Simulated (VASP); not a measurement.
Set up this calculation in VASP 6.6.1, as the native input.

| Quantity | Value |
| --- | --- |
| Task | single point |
| Functional | PBE |
| Potentials or basis | VASP PAW PBE potentials, release 64 (Mg) |
| Cutoff | 520 eV |
| k mesh | 8 × 8 × 8 |
| Occupations | gaussian, width 0.05 eV |
| Spin | no spin polarisation |
| Dipole correction | no |
| Further INCAR settings | ALGO = Normal; EDIFF = 1e-07; NBANDS = 7 |

The structure of Mg lies in POSCAR:

```
Mg
1.0
   -1.7957569852      1.7957569852      1.7957569852
    1.7957569852     -1.7957569852      1.7957569852
    1.7957569852      1.7957569852     -1.7957569852
Mg
1
Direct
    0.0000000000      0.0000000000      0.0000000000
```

The cell was built by a generator and needn't be a form met in nature.

One way to write it, as run:

INCAR

```
ALGO = Normal ; EDIFF = 1E-7
ENCUT = 520 ; GGA = PE
ISIF = 2 ; ISMEAR = 0
LASPH = True ; LCHARG = True
LELF = True ; LREAL = False
LVHAR = True ; LWAVE = False
NBANDS = 7 ; NELM = 60
PREC = Accurate ; SIGMA = 0.05
```

KPOINTS

```
k-points
0
Gamma
  8 8 8
```

Potentials or basis: VASP PAW PBE potentials, release 64 (Mg).

Run with:

```sh
$ cat potpaw_PBE.64/Mg/POTCAR > POTCAR
$ mpirun -np 1 vasp_std > vasp.out
```

Results of the run:

```json
{
 "Pressure": "-0.6 GPa",
 "Band gap on the k mesh": "none (metal or under the smearing width)"
}
```

Wall time 2.2 s on 1 thread of Intel(R) Xeon(R) 6975P-C (Granite Rapids) (shared host), peak memory 0.13 GiB.
